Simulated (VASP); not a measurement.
# Te2Mo in VASP: single point with LDA

Aim: the single point of Te2Mo with LDA.

All numbers are computed with VASP 6.6.1; they aren't measurements. Logs are shortened: lines on timing, memory, paths and dates and some standing lists are left out, and cuts for length are marked.

### 1 The structure

The cell holds a slab with vacuum, 3 atoms: a = 3.560 Å, b = 3.560 Å, c = 17.524 Å, α = 90.00°, β = 90.00°, γ = 120.00°.

### 2 Single point, LDA

The input, INCAR:

```
PREC     = Accurate       # precision mode
ENCUT    = 520            # plane-wave cutoff, eV
EDIFF    = 1E-7           # SCF threshold, eV
ISMEAR   = 1              # smearing method
SIGMA    = 0.05           # smearing width, eV
LREAL    = False          # projectors in reciprocal space
LASPH    = True           # aspherical terms in the spheres
NELM     = 100            # most SCF steps
ALGO     = Normal         # electronic algorithm
ISIF     = 2              # what is computed and relaxed
LWAVE    = False          # write WAVECAR
LCHARG   = False          # write CHGCAR
NBANDS   = 20             # bands
```

The input, KPOINTS:

```
Automatic mesh
0
Gamma
  7 7 2
```

The input, POSCAR:

```
Te2Mo
1.0
    3.5602330000      0.0000000000      0.0000000000
   -1.7801160000      3.0832520000      0.0000000000
    0.0000000000      0.0000000000     17.5240580000
Te Mo
2 1
Direct
    0.3333330000      0.6666670000      0.8978550000
    0.3333330000      0.6666670000      0.1021450000
    0.0000000000      0.0000000000      0.0000000000
```

Potentials or basis: VASP PAW LDA potentials, release 64 (Te, Mo_sv).

Command:

```
$ cat potpaw_LDA.64/Te/POTCAR potpaw_LDA.64/Mo_sv/POTCAR > POTCAR
$ mpirun -np 1 vasp_std > vasp.out
```

OUTCAR:

```text
PREC = Accurate
   ENCUT = 520
   EDIFF = 1E-7
   ISMEAR = 1
   LREAL = False
   LASPH = True
   NELM = 100
   ISIF = 2

 ion  position               nearest neighbor table
   1  0.333  0.667  0.898-   3 2.73   3 2.73   3 2.73   2 3.58
   2  0.333  0.667  0.102-   3 2.73   3 2.73   3 2.73   1 3.58
   3  0.000  0.000  0.000-   1 2.73   2 2.73   1 2.73   2 2.73   1 2.73   2 2.73

  LATTYP: Found a hexagonal cell.
 ALAT       =     3.5602330000
 C/A-ratio  =     4.9221660492

  Lattice vectors:

 A1 = (   3.5602330000,   0.0000000000,   0.0000000000)
 A2 = (  -1.7801160000,   3.0832520000,   0.0000000000)
 A3 = (   0.0000000000,   0.0000000000,  17.5240580000)

Analysis of symmetry for initial positions (statically):
=====================================================================
 Subroutine PRICEL returns:
 Original cell was already a primitive cell.

 Routine SETGRP: Setting up the symmetry group for a
 hexagonal supercell.

 Subroutine GETGRP returns: Found 12 space group operations
 (whereof 12 operations were pure point group operations)
 out of a pool of 24 trial point group operations.

The static configuration has the point symmetry D_3h.

Analysis of symmetry for dynamics (positions and initial velocities):
=====================================================================
 Subroutine PRICEL returns:
 Original cell was already a primitive cell.

 Routine SETGRP: Setting up the symmetry group for a
 hexagonal supercell.

 Subroutine GETGRP returns: Found 12 space group operations
 (whereof 12 operations were pure point group operations)
 out of a pool of 24 trial point group operations.

The dynamic configuration has the point symmetry D_3h.

 Subroutine INISYM returns: Found 12 space group operations
 (whereof 12 operations are pure point group operations),
 and found     1 'primitive' translations

----------------------------------------------------------------------------------------

                                     Primitive cell

  volume of cell :     192.3633

  direct lattice vectors                    reciprocal lattice vectors
     3.560233000  0.000000000  0.000000000     0.280880493  0.162166394  0.000000000
    -1.780116000  3.083252000  0.000000000     0.000000000  0.324332880  0.000000000
     0.000000000  0.000000000 17.524058000     0.000000000  0.000000000  0.057064408

  length of vectors
     3.560233000  3.560232558 17.524058000     0.324332839  0.324332880  0.057064408
[... 73 lines left out ...]
   NELM   =    100;   NELMIN=  2; NELMDL= -5     # of ELM steps
   EDIFF  = 0.1E-06   stopping-criterion for ELM
   LREAL  =      F    real-space projection
   EDIFFG = 0.1E-05   stopping-criterion for IOM
   NSW    =      0    number of steps for IOM
   IBRION =     -1    ionic relax: 0-MD 1-quasi-New 2-CG
   NFREE  =      0    steps in history (QN), initial steepest desc. (CG)
   ISIF   =      2    stress and relaxation
   ISYM   =      2    0-nonsym 1-usesym 2-fastsym
   POTIM  = 0.5000    time-step for ionic-motion
   TEBEG  =    0.0;   TEEND  =   0.0 temperature during run
   PSTRESS=    0.0 pullay stress
   NELECT =      26.0000    total number of electrons
   NUPDOWN=      -1.0000    fix difference up-down
   EMIN   =  10.00;   EMAX   =-10.00  energy-range for DOS
   EFERMI =   0.00;   METHOD = LEGACY
   ISMEAR =     1;   SIGMA  =   0.05  broadening in eV -4-tet -1-fermi 0-gaus
   EFERMI_NEDOS =   21; number of points for ismear=-14 and -15
   IALGO  =     38    algorithm
   IMIX   =      4    mixing-type and parameters
     AMIX     =   0.40;   BMIX     =  1.00
     AMIX_MAG =   1.60;   BMIX_MAG =  1.00
  volume/ion in A,a.u.               =      64.12       432.71
  Fermi-wavevector in a.u.,A,eV,Ry     =   0.840153  1.587660  9.603777  0.705858
  Thomas-Fermi vector in A             =   1.954489
   LORBIT       =      0    0 simple, 1 ext, 2 COOP (PROOUT), +10 PAW based schemes
   GGA     = CA    functional components
   LHFCALC =     F    Hartree Fock is set to
   AEXX    =    0.0000 exact exchange contribution
   IVDW    =     0    specifies the selected vdW correction
   LEPSILON=     F    determine dielectric tensor
   LRPA    =     F    only Hartree local field effects (RPA)
 non-spin polarized calculation
 Methfessel and Paxton  Order N= 1 SIGMA  =   0.05
  energy-cutoff  :      520.00
  volume of cell :      192.36
 maximum number of plane-waves:      5262
 NGX is ok and might be reduce to    28
   NGX = 13   NGY = 13   NGZ = 65

 number of electron      26.0000001 magnetization

 Free energy of the ion-electron system (eV)
  ---------------------------------------------------
  ext. energy  EPLUGINS =         0.00000000
  ---------------------------------------------------
  free energy    TOTEN  =       -20.41149396 eV

  energy without entropy =      -20.41198897  energy(sigma->0) =      -20.41165896

 E-fermi :  -0.2435     XC(G=0):  -4.8262

 val. band max:       -0.2838803624   @ k =   0.2857   0.2857   0.0000
 cond. band min:       1.0950860771   @ k =   0.2857   0.2857   0.0000
 fundamental gap:      1.3789664396
 Fermi energy:        -0.2434834683

 k-point     1 :       0.0000    0.0000    0.0000
  band No.  band energies     occupation
      1     -60.4398      2.00000
      2     -34.7746      2.00000
      3     -34.6688      2.00000
      4     -34.6688      2.00000
      5     -12.6718      2.00000
      6     -11.6918      2.00000
[... 357 lines left out ...]
     19       5.6347      0.00000
     20       6.9951      0.00000

------------------------ aborting loop because EDIFF is reached ----------------------------------------

  FORCE on cell =-STRESS in cart. coord.  units (eV):
  Direction    XX          YY          ZZ          XY          YZ          ZX
  --------------------------------------------------------------------------------------
  -------------------------------------------------------------------------------------
  Total       -2.3717768     -2.3717764     -1.3405946     -0.0000004     -0.0000000     -0.0000000
  in kB      -19.7543284    -19.7543256    -11.1656988     -0.0000032     -0.0000000     -0.0000000
  external PRESSURE =     -16.8914509 kB  Pullay stress =       0.0000000 kB

 VOLUME and BASIS-vectors are now :
 -----------------------------------------------------------------------------
  energy-cutoff  :      520.00
  volume of cell :      192.36
      direct lattice vectors                 reciprocal lattice vectors
     3.560233000  0.000000000  0.000000000     0.280880493  0.162166394  0.000000000
    -1.780116000  3.083252000  0.000000000     0.000000000  0.324332880  0.000000000
     0.000000000  0.000000000 17.524058000     0.000000000  0.000000000  0.057064408

 POSITION                                       TOTAL-FORCE (eV/Angst)
 -----------------------------------------------------------------------------------
     -0.00000      2.05550     15.73406        -0.000000      0.000000      0.370789
     -0.00000      2.05550      1.78999        -0.000000      0.000000     -0.370789
      0.00000      0.00000      0.00000         0.000000      0.000000      0.000000
 -----------------------------------------------------------------------------------
    total drift:                                0.000971     -0.000571      0.000000

  FREE ENERGIE OF THE ION-ELECTRON SYSTEM (eV)
  ---------------------------------------------------
  free  energy   TOTEN  =       -20.4114939617 eV

  energy  without entropy=      -20.4119889698  energy(sigma->0) =      -20.41165896
```

OSZICAR:

```text
N       E                     dE             d eps       ncg     rms          rms(c)
DAV:   1     0.132116910723E+03    0.13212E+03   -0.11443E+04   832   0.104E+03
DAV:   2    -0.126125917164E+02   -0.14473E+03   -0.14005E+03   836   0.226E+02
DAV:   3    -0.209545992360E+02   -0.83420E+01   -0.82539E+01   848   0.451E+01
[... 15 lines left out ...]
DAV:  19    -0.204114877899E+02   -0.63660E-05   -0.12732E-07   612   0.985E-04    0.864E-04
DAV:  20    -0.204114934360E+02   -0.56460E-05   -0.28556E-07   596   0.158E-03    0.104E-03
DAV:  21    -0.204114937955E+02   -0.35957E-06   -0.12100E-08   568   0.587E-04    0.458E-04
DAV:  22    -0.204114939422E+02   -0.14668E-06   -0.64311E-09   504   0.331E-04    0.971E-05
DAV:  23    -0.204114939617E+02   -0.19501E-07   -0.60739E-10   464   0.919E-05
   1 F= -.20411494E+02 E0= -.20411659E+02  d E =0.495008E-03
```

stdout:

```text
POSCAR found type information on POSCAR TeMo
 POSCAR found :  2 types and       3 ions
 scaLAPACK will be used
 LDA part: xc-table for (Slater(with rela. corr.)+CA(PZ))
 , standard interpolation
 POSCAR, INCAR and KPOINTS ok, starting setup
 FFT: planning ... GRIDC
 FFT: planning ... GRID_SOFT
 FFT: planning ... GRID
 WAVECAR not read
 entering main loop
```

Wall time 65 s (1 thread of Intel Xeon Platinum 8488C (Sapphire Rapids), shared host); peak memory 0.27 GiB.

What came out:

| Property | Result |
| --- | --- |
| Free energy | -20.4115 eV |
| Largest force | 0.371 eV/Å |
| Band gap on the k mesh | 1.38 eV, direct |

Forces on the atoms (eV/Å):
```
Te   0.000  0.000  0.371
Te   0.000  0.000 -0.371
Mo   0.000  0.000  0.000
```

Caveat: spin-orbit coupling is left out, which moves the levels of the heavy elements.
